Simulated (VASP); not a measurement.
# SnSe (Fm-3m) in VASP: settings compared, part 2 of 2

VASP 6.6.1. Earlier steps stand in the parts before.

**3. Single point, r2SCAN**

Input file INCAR:

```
ALGO = Normal
EDIFF = 1E-6
ENCUT = 520
ISIF = 2
ISMEAR = 0
LASPH = True
LCHARG = True
LELF = True
LMIXTAU = True
LREAL = False
LVHAR = True
LWAVE = False
METAGGA = R2SCAN
NBANDS = 17
NELM = 60
PREC = Accurate
SIGMA = 0.02
```

Input file KPOINTS:

```
k-points
0
Gamma
  10 10 10
```

Input file POSCAR:

```
SnSe
1.0
    0.0000000000      2.9758100000      2.9758100000
    2.9758100000      0.0000000000      2.9758100000
    2.9758100000      2.9758100000      0.0000000000
Sn Se
1 1
Direct
    0.0000000000      0.0000000000      0.0000000000
    0.5000000000      0.5000000000      0.5000000000
```

Potentials or basis: VASP PAW PBE potentials, release 64 (Sn_d, Se).

Run with:

```sh
cat potpaw_PBE.64/Sn_d/POTCAR potpaw_PBE.64/Se/POTCAR > POTCAR
mpirun -np 1 vasp_std > vasp.out
```

OUTCAR:

```text
EDIFF = 1E-6
   ENCUT = 520
   ISIF = 2
   ISMEAR = 0
   LASPH = True
   LREAL = False
   METAGGA = R2SCAN
   NELM = 60
   PREC = Accurate

 ion  position               nearest neighbor table
   1  0.000  0.000  0.000-   2 2.98   2 2.98   2 2.98   2 2.98   2 2.98   2 2.98
   2  0.500  0.500  0.500-   1 2.98   1 2.98   1 2.98   1 2.98   1 2.98   1 2.98

  LATTYP: Found a face centered cubic cell.
 ALAT       =     5.9516200000

  Lattice vectors:

 A1 = (   0.0000000000,   2.9758100000,   2.9758100000)
 A2 = (   2.9758100000,   0.0000000000,   2.9758100000)
 A3 = (   2.9758100000,   2.9758100000,   0.0000000000)

Analysis of symmetry for initial positions (statically):
=====================================================================
 Subroutine PRICEL returns:
 Original cell was already a primitive cell.

 Routine SETGRP: Setting up the symmetry group for a
 face centered cubic supercell.

 Subroutine GETGRP returns: Found 48 space group operations
 (whereof 48 operations were pure point group operations)
 out of a pool of 48 trial point group operations.

The static configuration has the point symmetry O_h .

[... 159 lines left out ...]
  energy without entropy =      -39.86353634  energy(sigma->0) =      -39.86353634

 E-fermi :   6.2436     XC(G=0): -10.3573

 val. band max:        6.0833315275   @ k =   0.5000   0.0000   0.0000
 cond. band min:       6.5853600523   @ k =  -0.4000   0.1000   0.0000
 fundamental gap:      0.5020285249
 Fermi energy:         6.2436436700

 k-point     1 :       0.0000    0.0000    0.0000
  band No.  band energies     occupation
      1     -16.4411      2.00000
      2     -16.4411      2.00000
      3     -16.4371      2.00000
      4     -16.4371      2.00000
      5     -16.4371      2.00000
      6      -8.8704      2.00000
[... 457 lines left out ...]
      4     -16.4213      2.00000
      5     -16.4205      2.00000
      6      -7.8122      2.00000
[... 9 lines left out ...]
     16      17.3500      0.00000
     17      17.9143      0.00000

 [... further k-points ...]

------------------------ aborting loop because EDIFF is reached ----------------------------------------

  FORCE on cell =-STRESS in cart. coord.  units (eV):
  Direction    XX          YY          ZZ          XY          YZ          ZX
  --------------------------------------------------------------------------------------
  -------------------------------------------------------------------------------------
  Total        0.6404034      0.6404034      0.6404034      0.0000000      0.0000000      0.0000000
  in kB       19.4678775     19.4678775     19.4678775      0.0000000      0.0000000      0.0000000
  external PRESSURE =      19.4678775 kB  Pullay stress =       0.0000000 kB

 VOLUME and BASIS-vectors are now :
 -----------------------------------------------------------------------------
  energy-cutoff  :      520.00
  volume of cell :       52.70
      direct lattice vectors                 reciprocal lattice vectors
     0.000000000  2.975810000  2.975810000    -0.168021480  0.168021480  0.168021480
     2.975810000  0.000000000  2.975810000     0.168021480 -0.168021480  0.168021480
     2.975810000  2.975810000  0.000000000     0.168021480  0.168021480 -0.168021480

 POSITION                                       TOTAL-FORCE (eV/Angst)
 -----------------------------------------------------------------------------------
      0.00000      0.00000      0.00000        -0.000000     -0.000000     -0.000000
      2.97581      2.97581      2.97581         0.000000      0.000000      0.000000
 -----------------------------------------------------------------------------------
    total drift:                                0.000000     -0.000000     -0.000000

  FREE ENERGIE OF THE ION-ELECTRON SYSTEM (eV)
  ---------------------------------------------------
  free  energy   TOTEN  =       -39.8635363372 eV

  energy  without entropy=      -39.8635363372  energy(sigma->0) =      -39.86353634
```

OSZICAR:

```text
N       E                     dE             d eps       ncg     rms          rms(c)
DAV:   1     0.102546173125E+03    0.10255E+03   -0.10018E+04  1626   0.148E+03
DAV:   2    -0.299790402885E+02   -0.13253E+03   -0.12793E+03  1758   0.361E+02
DAV:   3    -0.429466484590E+02   -0.12968E+02   -0.12841E+02  1920   0.968E+01
DAV:   4    -0.432853510611E+02   -0.33870E+00   -0.33842E+00  1905   0.165E+01
DAV:   5    -0.432961209555E+02   -0.10770E-01   -0.10770E-01  2363   0.284E+00    0.378E+00
DAV:   6    -0.397986772033E+02    0.34974E+01   -0.11757E+00  1946   0.149E+01    0.263E+00
DAV:   7    -0.397326220258E+02    0.66055E-01   -0.47316E-01  1773   0.704E+00    0.101E+00
DAV:   8    -0.398107854904E+02   -0.78163E-01   -0.41301E-01  1632   0.509E+00    0.542E-01
DAV:   9    -0.398471408694E+02   -0.36355E-01   -0.23920E-02  1875   0.120E+00    0.412E-01
DAV:  10    -0.398625617002E+02   -0.15421E-01   -0.37961E-02  1663   0.146E+00    0.952E-02
DAV:  11    -0.398611266784E+02    0.14350E-02   -0.65843E-03  1738   0.686E-01    0.810E-02
DAV:  12    -0.398625567363E+02   -0.14301E-02   -0.47424E-03  1649   0.616E-01    0.426E-02
DAV:  13    -0.398619865017E+02    0.57023E-03   -0.48051E-04  1907   0.227E-01    0.487E-02
DAV:  14    -0.398635082106E+02   -0.15217E-02   -0.96335E-04  1633   0.302E-01    0.861E-03
DAV:  15    -0.398635345027E+02   -0.26292E-04   -0.51356E-05  2087   0.749E-02    0.343E-03
DAV:  16    -0.398635371093E+02   -0.26066E-05   -0.26342E-06  1820   0.209E-02    0.272E-03
DAV:  17    -0.398635363372E+02    0.77207E-06   -0.10571E-06  1357   0.133E-02
   1 F= -.39863536E+02 E0= -.39863536E+02  d E =-.563784E-32
```

stdout:

```text
POSCAR found type information on POSCAR SnSe
 POSCAR found :  2 types and       2 ions
 scaLAPACK will be used
 -----------------------------------------------------------------------------
|                                                                             |
|                                                                             |
|     You enforced a specific xc type in the INCAR file but a different       |
|     I HOPE YOU KNOW WHAT YOU ARE DOING!                                     |
|                                                                             |
 -----------------------------------------------------------------------------

 LDA part: xc-table for (None), standard interpolation
 POSCAR, INCAR and KPOINTS ok, starting setup
 FFT: planning ... GRIDC
 FFT: planning ... GRID_SOFT
 FFT: planning ... GRID
 WAVECAR not read
 entering main loop
```

Run time: 1.7 min. Hardware: 1 thread of AMD EPYC 9R45 (Zen 5), shared host; peak memory 0.17 GiB.

What came out:

```yaml
Free_energy: -39.8635 eV
Pressure: 1.9 GPa
Band_gap_on_the_k_mesh: 0.50 eV, indirect (least direct gap 0.62 eV)
```

Caveat: the PAW data sets were made with another functional, which shifts forces and pressure a little; spin-orbit coupling is left out, which moves the levels of the heavy elements.
